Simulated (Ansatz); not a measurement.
A surface is cut from this relaxed crystal of Ni:

```
Ni
1.0
     0.00000    1.73157    1.73157
     1.73157    0.00000    1.73157
     1.73157    1.73157    0.00000
Ni
1
Direct
  0.00000 0.00000 0.00000
```

Miller indices refer to the conventional cell of Fm-3m (No. 225), a = 3.463 Å, b = 3.463 Å, c = 3.463 Å, α = 90.00°, β = 90.00°, γ = 90.00°.

These are results of DFT PBEsol, scalar-relativistic, plane waves, PAW (Ansatz), not measurements. Cutoff 420 eV, Gaussian smearing of 0.10 eV, collinear spin. A dipole correction acts along the normal.

A relaxed slab with low-index faces, about a nanometre thick, has these properties:

- Surface energy (mean of both faces): 2.76 J/m²
- Work function: 4.65 eV
- Sequence of site moments over 0.05 μB in size, bottom to top: Ni 0.77, Ni 0.68, Ni 0.66, Ni 0.66, Ni 0.65, Ni 0.66, Ni 0.66, Ni 0.68, Ni 0.77 μB

(1) Which low-index plane was cut?

Answers

(1) The (110) plane.